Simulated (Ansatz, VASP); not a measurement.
## BeH8 in VASP and in Ansatz

```
Be H
1.0
     0.00000    2.80105    2.80105
     2.80105    0.00000    2.80105
     2.80105    2.80105    0.00000
Be H
1 8
Direct
  0.00000 0.00000 0.00000
  0.74191 0.25809 0.25809
  0.25809 0.74191 0.74191
  0.25809 0.25809 0.74191
  0.74191 0.74191 0.25809
  0.74191 0.25809 0.74191
  0.25809 0.74191 0.25809
  0.75000 0.75000 0.75000
  0.50000 0.50000 0.50000
```

Alike in both runs: functional PBE; k mesh 12 × 12 × 12; occupations gaussian, width 0.01 eV; no spin polarisation.

Ansatz relaxed the structure, and its values are those at the end. VASP's run is a single point on that final structure, the one shown.

```csv
,VASP,Ansatz
version,VASP 6.6.1,Ansatz 0.2.0
potentials or method,"VASP PAW PBE potentials, release 64 (Be, H)","scalar-relativistic, plane waves, PAW"
plane-wave cutoff (eV),520,420
valence electrons in the cell,10,10
```

|  | VASP | Ansatz | Ansatz less VASP |
| --- | --- | --- | --- |
| gap on the k mesh at the Fermi level (eV) | 0.16 | 0.16 | +0.001 |
| least direct gap on the mesh (eV) | 0.65 | 0.65 | 0.000 |
| pressure (GPa) | -0.3 | 0.0 | +0.22 |

The functional is the same, so the differences come from potentials, cutoffs and numerics.

A k mesh can miss the band edges.
